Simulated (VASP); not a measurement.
# Na in VASP: reference runs

Reference runs on Na: the cell as given.

All numbers are computed with VASP 6.6.1; they aren't measurements. Logs are shortened: lines on timing, memory, paths and dates and some standing lists are left out, and cuts for length are marked.

## Step 1: The cell of the first run

The cell holds a slab with vacuum, 4 atoms: a = 3.767 Å, b = 3.767 Å, c = 24.231 Å, α = 90.00°, β = 90.00°, γ = 120.00°.

The slab is cut from a database's or a generator's crystal, which needn't be the stable form of the element.

## Step 2: Single point, PBE (the (0 0 1) slab of Na, cut from the database cell, not relaxed)

INCAR

```
ALGO = Normal
DIPOL = 0.5 0.5 0.500
EDIFF = 1E-7
ENCUT = 520
GGA = PE
IDIPOL = 3
ISIF = 2
ISMEAR = -1
LASPH = True
LCHARG = False
LDIPOL = True
LREAL = False
LWAVE = False
NBANDS = 22
NELM = 100
PREC = Accurate
SIGMA = 0.05
```

KPOINTS

```
k-points
0
Gamma
  8 8 1
```

POSCAR

```
Na
1.0
    3.7670009976      0.0000000000      0.0000000000
   -1.8835004988      3.2623185600      0.0000000000
    0.0000000000      0.0000000000     24.2310000000
Na
4
Direct
    0.6666666667      0.3333333334      0.3095208617
    0.3333333333      0.6666666666      0.4365069539
    0.6666666667      0.3333333334      0.5634930461
    0.3333333333      0.6666666666      0.6904791383
```

Potentials or basis: VASP PAW PBE potentials, release 64 (Na_pv).

Launch:

```
$ cat potpaw_PBE.64/Na_pv/POTCAR > POTCAR
$ mpirun -np 1 vasp_std > vasp.out
```

OUTCAR:

```text
EDIFF = 1E-7
   ENCUT = 520
   GGA = PE
   ISIF = 2
   ISMEAR = -1
   LASPH = True
   LREAL = False
   NELM = 100
   PREC = Accurate

 ion  position               nearest neighbor table
   1  0.667  0.333  0.310-
   2  0.333  0.667  0.437-
   3  0.667  0.333  0.563-
   4  0.333  0.667  0.690-

  LATTYP: Found a hexagonal cell.
 ALAT       =     3.7670009976
 C/A-ratio  =     6.4324379036

  Lattice vectors:

 A1 = (   3.7670009976,   0.0000000000,   0.0000000000)
 A2 = (  -1.8835004988,   3.2623185600,   0.0000000000)
 A3 = (   0.0000000000,   0.0000000000,  24.2310000000)

Analysis of symmetry for initial positions (statically):
=====================================================================
 Subroutine PRICEL returns:
 Original cell was already a primitive cell.

 Routine SETGRP: Setting up the symmetry group for a
 hexagonal supercell.

 Subroutine GETGRP returns: Found 12 space group operations
 (whereof 12 operations were pure point group operations)
 out of a pool of 24 trial point group operations.

The static configuration has the point symmetry D_3d.

Analysis of symmetry for dynamics (positions and initial velocities):
=====================================================================
 Subroutine PRICEL returns:
 Original cell was already a primitive cell.

 Routine SETGRP: Setting up the symmetry group for a
 hexagonal supercell.

 Subroutine GETGRP returns: Found 12 space group operations
 (whereof 12 operations were pure point group operations)
 out of a pool of 24 trial point group operations.

The dynamic configuration has the point symmetry D_3d.

 Subroutine INISYM returns: Found 12 space group operations
 (whereof 12 operations are pure point group operations),
 and found     1 'primitive' translations

----------------------------------------------------------------------------------------

                                     Primitive cell

  volume of cell :     297.7786

  direct lattice vectors                    reciprocal lattice vectors
     3.767000998  0.000000000  0.000000000     0.265463163  0.153265229  0.000000000
    -1.883500499  3.262318560  0.000000000     0.000000000  0.306530457  0.000000000
     0.000000000  0.000000000 24.231000000     0.000000000  0.000000000  0.041269448

  length of vectors
     3.767000998  3.767000998 24.231000000     0.306530457  0.306530457  0.041269448

  position of ions in fractional coordinates (direct lattice)
     0.666666667  0.333333333  0.309520862
     0.333333333  0.666666667  0.436506954
     0.666666667  0.333333333  0.563493046
     0.333333333  0.666666667  0.690479138

  ion indices of the primitive-cell ions
   primitive index   ion index
                 1           1
                 2           2
                 3           3
                 4           4

----------------------------------------------------------------------------------------

 KPOINTS: k-points

Automatic generation of k-mesh.
 Grid dimensions read from file:
 generate k-points for:    8    8    1

 Generating k-lattice:

  Cartesian coordinates                     Fractional coordinates (reciprocal lattice)
     0.033182895  0.019158154  0.000000000     0.125000000  0.000000000  0.000000000
     0.000000000  0.038316307  0.000000000     0.000000000  0.125000000  0.000000000
     0.000000000  0.000000000  0.041269448     0.000000000  0.000000000  1.000000000

  Length of vectors
     0.038316307  0.038316307  0.041269448

  Shift w.r.t. Gamma in fractional coordinates (k-lattice)
     0.000000000  0.000000000  0.000000000

 Subroutine IBZKPT returns following result:
 ===========================================

 Found     10 irreducible k-points:

 Following reciprocal coordinates:
            Coordinates               Weight
  0.000000  0.000000  0.000000      1.000000
  0.125000  0.000000  0.000000      6.000000
  0.250000  0.000000  0.000000      6.000000
  0.375000 -0.000000  0.000000      6.000000
  0.500000  0.000000  0.000000      3.000000
  0.125000  0.125000  0.000000      6.000000
  0.250000  0.125000  0.000000     12.000000
  0.375000  0.125000  0.000000     12.000000
  0.250000  0.250000  0.000000      6.000000
  0.375000  0.250000  0.000000      6.000000
   k-points           NKPTS =     10   k-points in BZ     NKDIM =     10   number of bands    NBANDS=     22
   number of dos      NEDOS =    301   number of ions     NIONS =      4
   total plane-waves  NPLWV = 141120
   dimension x,y,z NGX =    28 NGY =   28 NGZ =  180
   dimension x,y,z NGXF=    56 NGYF=   56 NGZF=  360
   ions per type =               4
   NGX,Y,Z   is equivalent  to a cutoff of  12.36, 12.36, 12.35 a.u.
   NGXF,Y,Z  is equivalent  to a cutoff of  24.71, 24.71, 24.70 a.u.
 SYSTEM =  unknown system
   PREC   = accura    normal or accurate (medium, high low for compatibility)
   ISTART =      0    job   : 0-new  1-cont  2-samecut
   ICHARG =      2    charge: 1-file 2-atom 10-const
   ISPIN  =      1    spin polarized calculation?
   LNONCOLLINEAR =      F non collinear calculations
   LSORBIT =      F    spin-orbit coupling
   LASPH  =      T    aspherical Exc in radial PAW
   ENCUT  =  520.0 eV  38.22 Ry    6.18 a.u.   7.00  7.00 45.05*2*pi/ulx,y,z
   NELM   =    100;   NELMIN=  2; NELMDL= -5     # of ELM steps
   EDIFF  = 0.1E-06   stopping-criterion for ELM
   LREAL  =      F    real-space projection
   EDIFFG = 0.1E-05   stopping-criterion for IOM
   NSW    =      0    number of steps for IOM
   IBRION =     -1    ionic relax: 0-MD 1-quasi-New 2-CG
   NFREE  =      0    steps in history (QN), initial steepest desc. (CG)
   ISIF   =      2    stress and relaxation
   ISYM   =      2    0-nonsym 1-usesym 2-fastsym
   POTIM  = 0.5000    time-step for ionic-motion
   TEBEG  =    0.0;   TEEND  =   0.0 temperature during run
   PSTRESS=    0.0 pullay stress
   NELECT =      28.0000    total number of electrons
   NUPDOWN=      -1.0000    fix difference up-down
   EMIN   =  10.00;   EMAX   =-10.00  energy-range for DOS
   EFERMI =   0.00;   METHOD = LEGACY
   ISMEAR =    -1;   SIGMA  =   0.05  broadening in eV -4-tet -1-fermi 0-gaus
   EFERMI_NEDOS =   21; number of points for ismear=-14 and -15
   IALGO  =     38    algorithm
   IMIX   =      4    mixing-type and parameters
     AMIX     =   0.40;   BMIX     =  1.00
     AMIX_MAG =   1.60;   BMIX_MAG =  1.00
  volume/ion in A,a.u.               =      74.44       502.38
  Fermi-wavevector in a.u.,A,eV,Ry     =   0.744440  1.406788  7.540225  0.554191
  Thomas-Fermi vector in A             =   1.839792
   LORBIT       =      0    0 simple, 1 ext, 2 COOP (PROOUT), +10 PAW based schemes
   GGA     = PE    functional components
   LHFCALC =     F    Hartree Fock is set to
   AEXX    =    0.0000 exact exchange contribution
   IVDW    =     0    specifies the selected vdW correction
   LEPSILON=     F    determine dielectric tensor
   LRPA    =     F    only Hartree local field effects (RPA)
 non-spin polarized calculation
  energy-cutoff  :      520.00
  volume of cell :      297.78
 maximum number of plane-waves:      8051
 NGX is ok and might be reduce to    28
   NGX = 13   NGY = 13   NGZ = 91

 dipolmoment           0.000000      0.000000      0.000000 electrons x Angstroem

 number of electron      28.0000020 magnetization

 dipolmoment           0.000000      0.000000     -0.000000 electrons x Angstroem

 Free energy of the ion-electron system (eV)
  ---------------------------------------------------
  ext. energy  EPLUGINS =         0.00000000
  ---------------------------------------------------
  free energy    TOTEN  =        -4.91838842 eV

  energy without entropy =       -4.90053871  energy(sigma->0) =       -4.90946356

 E-fermi :  -1.2379     XC(G=0):  -3.8709

 val. band max:       -1.3233052241   @ k =   0.2500   0.1250   0.0000
 cond. band min:      -1.1264078986   @ k =   0.2500   0.2500   0.0000
 fundamental gap:      0.1968973255
 Fermi energy:        -1.2378811456

 k-point     1 :       0.0000    0.0000    0.0000
  band No.  band energies     occupation
      1     -26.3716      2.00000
      2     -26.3716      2.00000
      3     -26.3420      2.00000
      4     -26.3420      2.00000
      5     -26.3420      2.00000
      6     -26.3420      2.00000
[... 14 lines left out ...]
     21       2.4752      0.00000
     22       4.4433      0.00000

 k-point     2 :       0.1250    0.0000    0.0000
  band No.  band energies     occupation
      1     -26.3711      2.00000
      2     -26.3711      2.00000
      3     -26.3456      2.00000
      4     -26.3456      2.00000
      5     -26.3429      2.00000
      6     -26.3429      2.00000
[... 14 lines left out ...]
     21       2.6882      0.00000
     22       4.6408      0.00000

 k-point     3 :       0.2500    0.0000    0.0000
  band No.  band energies     occupation
      1     -26.3699      2.00000
      2     -26.3699      2.00000
      3     -26.3543      2.00000
      4     -26.3543      2.00000
      5     -26.3450      2.00000
      6     -26.3450      2.00000
[... 14 lines left out ...]
     21       3.2794      0.00000
     22       3.6704      0.00000

 k-point     4 :       0.3750   -0.0000    0.0000
  band No.  band energies     occupation
      1     -26.3687      2.00000
      2     -26.3687      2.00000
      3     -26.3630      2.00000
      4     -26.3630      2.00000
      5     -26.3471      2.00000
      6     -26.3471      2.00000
[... 14 lines left out ...]
     21       2.7602      0.00000
     22       3.2498      0.00000

 k-point     5 :       0.5000    0.0000    0.0000
  band No.  band energies     occupation
      1     -26.3682      2.00000
      2     -26.3682      2.00000
      3     -26.3665      2.00000
      4     -26.3665      2.00000
      5     -26.3480      2.00000
      6     -26.3480      2.00000
[... 14 lines left out ...]
     21       2.7489      0.00000
     22       2.7550      0.00000

 k-point     6 :       0.1250    0.1250    0.0000
  band No.  band energies     occupation
      1     -26.3703      2.00000
      2     -26.3703      2.00000
      3     -26.3514      2.00000
      4     -26.3514      2.00000
      5     -26.3448      2.00000
      6     -26.3448      2.00000
[... 14 lines left out ...]
     21       3.1049      0.00000
     22       4.8183      0.00000

 k-point     7 :       0.2500    0.1250    0.0000
  band No.  band energies     occupation
      1     -26.3691      2.00000
      2     -26.3691      2.00000
      3     -26.3592      2.00000
      4     -26.3592      2.00000
      5     -26.3478      2.00000
      6     -26.3478      2.00000
[... 14 lines left out ...]
     21       2.9577      0.00000
     22       3.6620      0.00000

 k-point     8 :       0.3750    0.1250    0.0000
  band No.  band energies     occupation
      1     -26.3682      2.00000
      2     -26.3682      2.00000
      3     -26.3646      2.00000
      4     -26.3646      2.00000
      5     -26.3499      2.00000
      6     -26.3499      2.00000
[... 14 lines left out ...]
     21       2.7528      0.00000
     22       3.3699      0.00000

 k-point     9 :       0.2500    0.2500    0.0000
  band No.  band energies     occupation
      1     -26.3682      2.00000
      2     -26.3682      2.00000
      3     -26.3619      2.00000
      4     -26.3619      2.00000
      5     -26.3526      2.00000
      6     -26.3526      2.00000
[... 14 lines left out ...]
     21       2.3300      0.00000
     22       3.1741      0.00000

 k-point    10 :       0.3750    0.2500    0.0000
  band No.  band energies     occupation
      1     -26.3679      2.00000
      2     -26.3679      2.00000
      3     -26.3621      2.00000
      4     -26.3621      2.00000
      5     -26.3556      2.00000
      6     -26.3556      2.00000
[... 14 lines left out ...]
     21       2.3667      0.00000
     22       2.7522      0.00000

------------------------ aborting loop because EDIFF is reached ----------------------------------------

 vacuum level on the upper side and lower side of the slab       (xc-potential included)        -0.170        -0.170

  FORCE on cell =-STRESS in cart. coord.  units (eV):
  Direction    XX          YY          ZZ          XY          YZ          ZX
  --------------------------------------------------------------------------------------
  -------------------------------------------------------------------------------------
  Total       -0.1799210     -0.1799210     -0.3591620      0.0000000      0.0000000      0.0000000
  in kB       -0.9680525     -0.9680525     -1.9324466      0.0000000      0.0000000      0.0000000
  external PRESSURE =      -1.2895172 kB  Pullay stress =       0.0000000 kB

 VOLUME and BASIS-vectors are now :
 -----------------------------------------------------------------------------
  energy-cutoff  :      520.00
  volume of cell :      297.78
      direct lattice vectors                 reciprocal lattice vectors
     3.767000998  0.000000000  0.000000000     0.265463163  0.153265229  0.000000000
    -1.883500499  3.262318560  0.000000000     0.000000000  0.306530457  0.000000000
     0.000000000  0.000000000 24.231000000     0.000000000  0.000000000  0.041269448

 POSITION                                       TOTAL-FORCE (eV/Angst)
 -----------------------------------------------------------------------------------
      1.88350      1.08744      7.50000         0.000000      0.000000      0.021226
     -0.00000      2.17488     10.57700        -0.000000      0.000000      0.051725
      1.88350      1.08744     13.65400        -0.000000     -0.000000     -0.051725
     -0.00000      2.17488     16.73100         0.000000      0.000000     -0.021226
 -----------------------------------------------------------------------------------
    total drift:                                0.000000      0.000000      0.000000

  FREE ENERGIE OF THE ION-ELECTRON SYSTEM (eV)
  ---------------------------------------------------
  free  energy   TOTEN  =        -4.9183884179 eV

  energy  without entropy=       -4.9005387068  energy(sigma->0) =       -4.90946356

 vacuum level on the upper side and lower side of the slab         1.500         1.500
```

Run time: 86 s. Hardware: 1 thread of Intel Xeon Platinum 8488C (Sapphire Rapids), shared host; peak memory 0.36 GiB.

What came out:

```
Free energy            : -4.9184 eV
Largest force          : 0.052 eV/Å
Band gap on the k mesh : none (metal or under the smearing width)
```

Forces in eV/Å, atoms in the order of the input:
```
Na   0.000  0.000  0.021
Na   0.000  0.000  0.052
Na   0.000  0.000 -0.052
Na   0.000  0.000 -0.021
```
